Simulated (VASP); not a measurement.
# Sb: single point with r2SCAN

The system is Sb.

```
Sb
1.0
    -1.57654    1.57654    2.71194
     1.57654   -1.57654    2.71194
     1.57654    1.57654   -2.71194
Sb
1
Direct
  0.00000 0.00000 0.00000
```

This isn't the form of Sb at room conditions, which is rhombohedral.

- Program: VASP 6.6.1
- Task: single point
- Functional: r2SCAN
- Potentials or basis: VASP PAW PBE potentials, release 64 (Sb)
- Cutoff: 900 eV
- k mesh: 9 × 9 × 9
- Occupations: gaussian, width 0.02 eV
- Spin: no spin polarisation

```
Pressure               : 1.1 GPa
Band gap on the k mesh : none (metal or under the smearing width)
```

Stress tensor (GPa, compression positive):
```
0.06 0.00 0.00
0.00 0.06 0.00
0.00 0.00 3.20
```

Levels at points of the mesh, in eV from the Fermi level:
```csv
k point,band 1,band 2,band 3,band 4,band 5,band 6,band 7
"(0.00, 0.00, 0.00)",-13.60,4.86,5.74,5.74,9.71,11.21,11.28
```

Wall time 2 min on 1 thread of Intel(R) Xeon(R) Platinum 8375C CPU @ 2.90GHz (Ice Lake), with other jobs on the host, peak memory 0.23 GiB.

Caveat: the PAW data sets were made with another functional, which shifts forces and pressure a little. The run has no spin-orbit coupling, so splittings on Sb are missing.
